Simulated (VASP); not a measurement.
# PbS2 (Fm-3m) in VASP: a series of runs

One crystal, PbS2, is run at these levels: LDA; tasks: single point.

Program: VASP 6.6.1. These are calculated values, not measurements. Logs are shortened: lines on timing, memory, paths and dates and some standing lists are left out, and cuts for length are marked.

### Step 1. Starting point

Symmetry: Fm-3m, No. 225, cubic system. Conventional cell: a = 6.587 Å, b = 6.587 Å, c = 6.587 Å, α = 90.00°, β = 90.00°, γ = 90.00°. Pb (site symmetry m-3m) has 8 S at 2.85 Å as nearest neighbours. S (site symmetry -43m) has 4 Pb at 2.85 Å as nearest neighbours.

The cell comes from a database or a generator and needn't be the stable form of this composition.

### Step 2. Single point, LDA

Contents of INCAR:

```
PREC = Accurate
ENCUT = 520
EDIFF = 1E-6
ISMEAR = -1
SIGMA = 0.15
LREAL = F
LASPH = T
NELM = 100
ALGO = Normal
ISIF = 2
LWAVE = F
LCHARG = F
NBANDS = 20
```

Contents of KPOINTS:

```
regular mesh
0
Gamma
  12 12 12
```

Contents of POSCAR:

```
PbS2
1.0
    0.0000000000      3.2933000000      3.2933000000
    3.2933000000      0.0000000000      3.2933000000
    3.2933000000      3.2933000000      0.0000000000
Pb S
1 2
Direct
    0.0000000000      0.0000000000      0.0000000000
    0.2500000000      0.2500000000      0.2500000000
    0.7500000000      0.7500000000      0.7500000000
```

Potentials or basis: VASP PAW LDA potentials, release 64 (Pb_d, S).

Launch:

```
$ cat potpaw_LDA.64/Pb_d/POTCAR potpaw_LDA.64/S/POTCAR > POTCAR
$ mpirun -np 1 vasp_std > vasp.out
```

OUTCAR:

```text
PREC = Accurate
   ENCUT = 520
   EDIFF = 1E-6
   ISMEAR = -1
   LREAL = F
   LASPH = T
   NELM = 100
   ISIF = 2

 ion  position               nearest neighbor table
   1  0.000  0.000  0.000-   3 2.85   3 2.85   3 2.85   2 2.85   3 2.85   2 2.85   2 2.85   2 2.85

   2  0.250  0.250  0.250-   1 2.85   1 2.85   1 2.85   1 2.85
   3  0.750  0.750  0.750-   1 2.85   1 2.85   1 2.85   1 2.85

  LATTYP: Found a face centered cubic cell.
 ALAT       =     6.5866000000

  Lattice vectors:

 A1 = (   0.0000000000,   3.2933000000,   3.2933000000)
 A2 = (   3.2933000000,   0.0000000000,   3.2933000000)
 A3 = (   3.2933000000,   3.2933000000,   0.0000000000)

Analysis of symmetry for initial positions (statically):
=====================================================================
 Subroutine PRICEL returns:
 Original cell was already a primitive cell.

 Routine SETGRP: Setting up the symmetry group for a
 face centered cubic supercell.

 Subroutine GETGRP returns: Found 48 space group operations
 (whereof 48 operations were pure point group operations)
 out of a pool of 48 trial point group operations.

The static configuration has the point symmetry O_h .

Analysis of symmetry for dynamics (positions and initial velocities):
=====================================================================
 Subroutine PRICEL returns:
 Original cell was already a primitive cell.

 Routine SETGRP: Setting up the symmetry group for a
 face centered cubic supercell.

 Subroutine GETGRP returns: Found 48 space group operations
 (whereof 48 operations were pure point group operations)
 out of a pool of 48 trial point group operations.

The dynamic configuration has the point symmetry O_h .

 Subroutine INISYM returns: Found 48 space group operations
 (whereof 48 operations are pure point group operations),
 and found     1 'primitive' translations

----------------------------------------------------------------------------------------

                                     Primitive cell

  volume of cell :      71.4371

  direct lattice vectors                    reciprocal lattice vectors
     0.000000000  3.293300000  3.293300000    -0.151823399  0.151823399  0.151823399
     3.293300000  0.000000000  3.293300000     0.151823399 -0.151823399  0.151823399
     3.293300000  3.293300000  0.000000000     0.151823399  0.151823399 -0.151823399

  length of vectors
     4.657429525  4.657429525  4.657429525     0.262965841  0.262965841  0.262965841

  position of ions in fractional coordinates (direct lattice)
     0.000000000  0.000000000  0.000000000
     0.250000000  0.250000000  0.250000000
     0.750000000  0.750000000  0.750000000

  ion indices of the primitive-cell ions
   primitive index   ion index
                 1           1
                 2           2
                 3           3

----------------------------------------------------------------------------------------

 KPOINTS: regular mesh

Automatic generation of k-mesh.
 Grid dimensions read from file:
 generate k-points for:   12   12   12

 Generating k-lattice:

  Cartesian coordinates                     Fractional coordinates (reciprocal lattice)
    -0.012651950  0.012651950  0.012651950     0.083333333  0.000000000  0.000000000
     0.012651950 -0.012651950  0.012651950     0.000000000  0.083333333  0.000000000
     0.012651950  0.012651950 -0.012651950     0.000000000  0.000000000  0.083333333

  Length of vectors
     0.021913820  0.021913820  0.021913820

  Shift w.r.t. Gamma in fractional coordinates (k-lattice)
     0.000000000  0.000000000  0.000000000

 Subroutine IBZKPT returns following result:
 ===========================================

 Found     72 irreducible k-points:

 Following reciprocal coordinates:
            Coordinates               Weight
  0.000000  0.000000  0.000000      1.000000
  0.083333  0.000000  0.000000      8.000000
  0.166667  0.000000  0.000000      8.000000
  0.250000  0.000000  0.000000      8.000000
  0.333333  0.000000  0.000000      8.000000
  0.416667  0.000000  0.000000      8.000000
[... 16 lines left out ...]
  0.500000  0.166667  0.000000     24.000000
 -0.416667  0.166667  0.000000     24.000000
 [... further k-points ...]
   k-points           NKPTS =     72   k-points in BZ     NKDIM =     72   number of bands    NBANDS=     20
   number of dos      NEDOS =    301   number of ions     NIONS =      3
   total plane-waves  NPLWV =  46656
   dimension x,y,z NGX =    36 NGY =   36 NGZ =   36
   dimension x,y,z NGXF=    72 NGYF=   72 NGZF=   72
   ions per type =               1   2
   NGX,Y,Z   is equivalent  to a cutoff of  12.85, 12.85, 12.85 a.u.
   NGXF,Y,Z  is equivalent  to a cutoff of  25.70, 25.70, 25.70 a.u.
 SYSTEM =  unknown system
   PREC   = accura    normal or accurate (medium, high low for compatibility)
   ISTART =      0    job   : 0-new  1-cont  2-samecut
   ICHARG =      2    charge: 1-file 2-atom 10-const
   ISPIN  =      1    spin polarized calculation?
   LNONCOLLINEAR =      F non collinear calculations
   LSORBIT =      F    spin-orbit coupling
   LASPH  =      T    aspherical Exc in radial PAW
   ENCUT  =  520.0 eV  38.22 Ry    6.18 a.u.   8.66  8.66  8.66*2*pi/ulx,y,z
   NELM   =    100;   NELMIN=  2; NELMDL= -5     # of ELM steps
   EDIFF  = 0.1E-05   stopping-criterion for ELM
   LREAL  =      F    real-space projection
   EDIFFG = 0.1E-04   stopping-criterion for IOM
   NSW    =      0    number of steps for IOM
   IBRION =     -1    ionic relax: 0-MD 1-quasi-New 2-CG
   NFREE  =      0    steps in history (QN), initial steepest desc. (CG)
   ISIF   =      2    stress and relaxation
   ISYM   =      2    0-nonsym 1-usesym 2-fastsym
   POTIM  = 0.5000    time-step for ionic-motion
   TEBEG  =    0.0;   TEEND  =   0.0 temperature during run
   PSTRESS=    0.0 pullay stress
   NELECT =      26.0000    total number of electrons
   NUPDOWN=      -1.0000    fix difference up-down
   EMIN   =  10.00;   EMAX   =-10.00  energy-range for DOS
   EFERMI =   0.00;   METHOD = LEGACY
   ISMEAR =    -1;   SIGMA  =   0.15  broadening in eV -4-tet -1-fermi 0-gaus
   EFERMI_NEDOS =   21; number of points for ismear=-14 and -15
   IALGO  =     38    algorithm
   IMIX   =      4    mixing-type and parameters
     AMIX     =   0.40;   BMIX     =  1.00
     AMIX_MAG =   1.60;   BMIX_MAG =  1.00
  volume/ion in A,a.u.               =      23.81       160.69
  Fermi-wavevector in a.u.,A,eV,Ry     =   1.168848  2.208802 18.588352  1.366205
  Thomas-Fermi vector in A             =   2.305329
   LORBIT       =      0    0 simple, 1 ext, 2 COOP (PROOUT), +10 PAW based schemes
   GGA     = CA    functional components
   LHFCALC =     F    Hartree Fock is set to
   AEXX    =    0.0000 exact exchange contribution
   IVDW    =     0    specifies the selected vdW correction
   LEPSILON=     F    determine dielectric tensor
   LRPA    =     F    only Hartree local field effects (RPA)
 non-spin polarized calculation
  energy-cutoff  :      520.00
  volume of cell :       71.44
 maximum number of plane-waves:      1948
   NGX = 17   NGY = 17   NGZ = 17

 number of electron      25.9999995 magnetization

 Free energy of the ion-electron system (eV)
  ---------------------------------------------------
  ext. energy  EPLUGINS =         0.00000000
  ---------------------------------------------------
  free energy    TOTEN  =       -12.96988742 eV

  energy without entropy =      -12.70052372  energy(sigma->0) =      -12.83520557

 E-fermi :   4.6796     XC(G=0): -10.0097

 val. band max:        4.6763752014   @ k =  -0.3333   0.2500   0.0000
 cond. band min:       4.6836560665   @ k =  -0.2500   0.2500   0.0000
 fundamental gap:      0.0072808650
 Fermi energy:         4.6796191741

 k-point     1 :       0.0000    0.0000    0.0000
  band No.  band energies     occupation
      1     -11.4983      2.00000
      2     -11.4983      2.00000
      3     -11.4983      2.00000
      4     -11.4167      2.00000
      5     -11.4167      2.00000
      6      -9.0920      2.00000
[... 12 lines left out ...]
     19      11.5644      0.00000
     20      11.9111      0.00000

 k-point     2 :       0.0833    0.0000    0.0000
  band No.  band energies     occupation
      1     -11.5029      2.00000
      2     -11.4967      2.00000
      3     -11.4967      2.00000
      4     -11.4167      2.00000
      5     -11.4167      2.00000
      6      -9.0393      2.00000
[... 12 lines left out ...]
     19      11.7068      0.00000
     20      12.1741      0.00000

 k-point     3 :       0.1667    0.0000    0.0000
  band No.  band energies     occupation
      1     -11.5160      2.00000
      2     -11.4927      2.00000
      3     -11.4927      2.00000
      4     -11.4165      2.00000
      5     -11.4165      2.00000
      6      -8.8810      2.00000
[... 12 lines left out ...]
     19      12.1086      0.00000
     20      12.8504      0.00000

 k-point     4 :       0.2500    0.0000    0.0000
  band No.  band energies     occupation
      1     -11.5352      2.00000
      2     -11.4876      2.00000
      3     -11.4876      2.00000
      4     -11.4157      2.00000
      5     -11.4157      2.00000
      6      -8.6187      2.00000
[... 12 lines left out ...]
     19      12.6987      0.00000
     20      13.4409      0.00000

 k-point     5 :       0.3333    0.0000    0.0000
  band No.  band energies     occupation
      1     -11.5556      2.00000
      2     -11.4832      2.00000
      3     -11.4832      2.00000
      4     -11.4143      2.00000
      5     -11.4143      2.00000
      6      -8.2606      2.00000
[... 12 lines left out ...]
     19      13.3274      0.00000
     20      13.3274      0.00000
[... 353 lines left out ...]
      6      -8.3512      2.00000
[... 12 lines left out ...]
     19      12.8632      0.00000
     20      14.1115      0.00000

 k-point    22 :       0.4167    0.1667    0.0000
  band No.  band energies     occupation
      1     -11.5613      2.00000
      2     -11.4899      2.00000
      3     -11.4737      2.00000
      4     -11.4204      2.00000
      5     -11.4101      2.00000
      6      -7.9849      2.00000
[... 12 lines left out ...]
     19      13.1075      0.00000
     20      14.5034      0.00000

 k-point    23 :       0.5000    0.1667    0.0000
  band No.  band energies     occupation
      1     -11.5650      2.00000
      2     -11.4947      2.00000
      3     -11.4724      2.00000
      4     -11.4184      2.00000
      5     -11.4108      2.00000
      6      -7.5623      2.00000
[... 12 lines left out ...]
     19      13.6468      0.00000
     20      14.5561      0.00000

 k-point    24 :      -0.4167    0.1667    0.0000
  band No.  band energies     occupation
      1     -11.5621      2.00000
      2     -11.4983      2.00000
      3     -11.4732      2.00000
      4     -11.4163      2.00000
      5     -11.4128      2.00000
      6      -7.3869      2.00000
[... 12 lines left out ...]
     19      14.0434      0.00000
     20      14.7684      0.00000

 [... further k-points ...]
[... 5 lines left out ...]
  --------------------------------------------------------------------------------------
  -------------------------------------------------------------------------------------
  Total        0.1741241      0.1741241      0.1741241     -0.0000000      0.0000000     -0.0000000
  in kB        3.9052209      3.9052209      3.9052209     -0.0000000      0.0000000     -0.0000000
  external PRESSURE =       3.9052209 kB  Pullay stress =       0.0000000 kB

 VOLUME and BASIS-vectors are now :
 -----------------------------------------------------------------------------
  energy-cutoff  :      520.00
  volume of cell :       71.44
      direct lattice vectors                 reciprocal lattice vectors
     0.000000000  3.293300000  3.293300000    -0.151823399  0.151823399  0.151823399
     3.293300000  0.000000000  3.293300000     0.151823399 -0.151823399  0.151823399
     3.293300000  3.293300000  0.000000000     0.151823399  0.151823399 -0.151823399

 POSITION                                       TOTAL-FORCE (eV/Angst)
 -----------------------------------------------------------------------------------
      0.00000      0.00000      0.00000        -0.000000     -0.000000     -0.000000
      1.64665      1.64665      1.64665        -0.000000     -0.000000     -0.000000
      4.93995      4.93995      4.93995         0.000000      0.000000      0.000000
 -----------------------------------------------------------------------------------
    total drift:                               -0.000000      0.000000      0.000000

  FREE ENERGIE OF THE ION-ELECTRON SYSTEM (eV)
  ---------------------------------------------------
  free  energy   TOTEN  =       -12.9698874233 eV

  energy  without entropy=      -12.7005237195  energy(sigma->0) =      -12.83520557
```

Run time: 54 s. Hardware: 1 thread of AMD EPYC 9R45 (Zen 5), shared host; peak memory 0.2 GiB.

What came out:

* Free energy: -12.9699 eV
* Pressure: 0.4 GPa
* Band gap on the k mesh: none (metal or under the smearing width)

Spin-orbit coupling is left out, which matters for the levels of Pb.

(Continued in part 2 of 2.)
